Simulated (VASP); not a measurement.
From an Ansatz input to VASP: ZnS (strained zincblende)

Ansatz input

```yaml
crystal:
  lattice:
    - [0.0592605148, 2.6994646297, 2.6994646297]
    - [2.6994646297, 0.0592605148, 2.6994646297]
    - [2.6994646297, 2.6994646297, 0.0592605148]
  atoms:
    - { symbol: Zn, position: [0.0020341506, 0.0020341506, 0.0020341506] }
    - { symbol: S, position: [0.2479658494, 0.2479658494, 0.2479658494] }
kpoints:
  mp_grid: { grid: [8, 8, 8] }
  band_path:
    path:
      - [0.0, 0.0, 0.0]
      - [-0.5, -0.5, 0.0]
      - [-0.375, -0.375, 0.25]
      - [-0.375, 0.0, 0.375]
      - [0.0, 0.0, 0.5]
      - [-0.5, -0.25, 0.25]
    npoints: 1
hamiltonian:
  xc: pbe
scf:
  occupations: { method: fermi_dirac, width: 0.02 }
  n_extra_bands: 4
output:
  forces: true
  stress: true
  eigenvalues: true
```

Q: Which VASP files do the same job?

A: 

INCAR

```
ENCUT = 520
LWAVE = .FALSE.
SIGMA = 0.02
PREC = Accurate
ISMEAR = -1
NELM = 120
GGA = PE
ISIF = 2
LELF = .TRUE.
LCHARG = .TRUE.
IBRION = -1
EDIFF = 1E-7
LASPH = .TRUE.
LREAL = .FALSE.
NSW = 0
NBANDS = 16
```

KPOINTS

```
KPOINTS created by Atomic Simulation Environment
0
Gamma
8 8 8
0 0 0
```

KPOINTS_OPT

```
special points
6
Reciprocal
0.0000000000 0.0000000000 0.0000000000 1
-0.5000000000 -0.5000000000 0.0000000000 1
-0.3750000000 -0.3750000000 0.2500000000 1
-0.3750000000 0.0000000000 0.3750000000 1
0.0000000000 0.0000000000 0.5000000000 1
-0.5000000000 -0.2500000000 0.2500000000 1
```

POSCAR

```
Zn S
 1.0000000000000000
     0.0592605148000000    2.6994646297000000    2.6994646297000000
     2.6994646297000000    0.0592605148000000    2.6994646297000000
     2.6994646297000000    2.6994646297000000    0.0592605148000000
 Zn  S
   1   1
Cartesian
  0.0111027799078789  0.0111027799078789  0.0111027799078789
  1.3534446636421211  1.3534446636421211  1.3534446636421211
```

VASP ran with the recommended PBE PAW datasets (18 valence electrons in the cell). Other inputs would serve too.

```json
{"": "gap between bands v and c", "Ansatz": "2.18 eV", "VASP": "2.18 eV"}
{"": "least direct gap", "Ansatz": "2.18 eV", "VASP": "2.18 eV"}
{"": "pressure", "Ansatz": "4.6 GPa", "VASP": "4.8 GPa"}
```

Datasets and cutoffs are each program's own. VASP's cell holds 18 valence electrons and Ansatz's 18. Ansatz's stress includes a Pulay correction; VASP's doesn't.
